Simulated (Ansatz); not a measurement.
## A series in volume scale on Sr

Plane-wave DFT, scalar-relativistic PAW made under PBE with cores redone for the functional, no dispersion; the given relaxed cell is scaled uniformly, energy at zero smearing counts from the unscaled cell, pressure at the given Fermi-Dirac smearing is positive in compression. The results are calculated, by Ansatz 0.2.0.

The cell before it is scaled or strained (space group Fd-3m, No. 227):
```
Sr
1.0
      0.0000     4.9307     4.9307
      4.9307     0.0000     4.9307
      4.9307     4.9307     0.0000
Sr
2
Direct
  0.12500 0.12500 0.12500
  0.87500 0.87500 0.87500
```

Settings of every row: spin polarised no; functional RPBE; wave cutoff 420 eV; smearing width 0.1 eV; k mesh 6x6x6.

Atom starting moment: 0 on all atoms.

Limits: the cell comes from a prototype or a list of computed structures and needn't be the stable phase.

```
row  volume scale  V (Å³/atom)  pressure (GPa)  energy change per atom (meV)
  1          0.88      105.489            0.38                         19.44
  2          0.92      110.284            0.24                          9.28
  3          0.96      115.079               ?                             ?
  4          1.04      124.669           -0.07                         -0.19
  5          1.08      129.464           -0.14                          1.96
  6          1.12      134.259           -0.19                          6.07
```

Question: what pressure and energy change per atom should row 3 give?

Worked fit of pressure. Take u = (V_r/V)^(2/3) − 1 with V_r = 124.67 Å³ an atom, which is twice the finite (Eulerian) strain; such expansions in the strain, on which the Birch-Murnaghan equation of state is built, carry the rest volume and the bulk modulus. The shown rows have u = 0.11781, 0.08517, 1e-05, -0.02484, -0.0482. Least squares give pressure = −0.069 + 2.934 × u + 7.6 × u² GPa; a straight line predicts inner rows, each left out in turn, worse (root mean square 0.021 against 0.0053 GPa). All shown rows lie on it to the printed digit. The pressure vanishes at u = 0.0222, or V = 120.6 Å³ an atom, and there the bulk modulus at fixed shape and fractions is B = −V dP/dV = (2/3)(1 + u) dP/du = 2.23 GPa. The withheld row has u = 0.05482, so the fit gives −0.069 + 2.934 × (0.05482) + 7.6 × (0.05482)² = 0.11 GPa.

The calculation gave 0.12 GPa. The fit lies 0.01 GPa (1.8 % of the column's range) below it, one unit of the last digit.

Worked fit of energy change per atom. Take u = (V_r/V)^(2/3) − 1 with V_r = 124.67 Å³ an atom, which is twice the finite (Eulerian) strain; such expansions in the strain, on which the Birch-Murnaghan equation of state is built, carry the rest volume and the bulk modulus. The shown rows have u = 0.11781, 0.08517, 1e-05, -0.02484, -0.0482. Least squares give energy change per atom = −0.122 − 41.81 × u + 1769.69 × u² meV; a straight line predicts inner rows, each left out in turn, worse (root mean square 5 against 0.17 meV). The rows lie off it by -0.07, 0.13, -0.07, -0.05, 0.07 (root mean square 0.083 meV). The withheld row has u = 0.05482, so the fit gives −0.122 − 41.81 × (0.05482) + 1769.69 × (0.05482)² = 2.90 meV.

The calculation gave 2.98 meV. The fit lies 0.08 meV (2.7 % of the value, 0.41 % of the column's range) below it; its largest miss of a shown row is 0.13 meV.
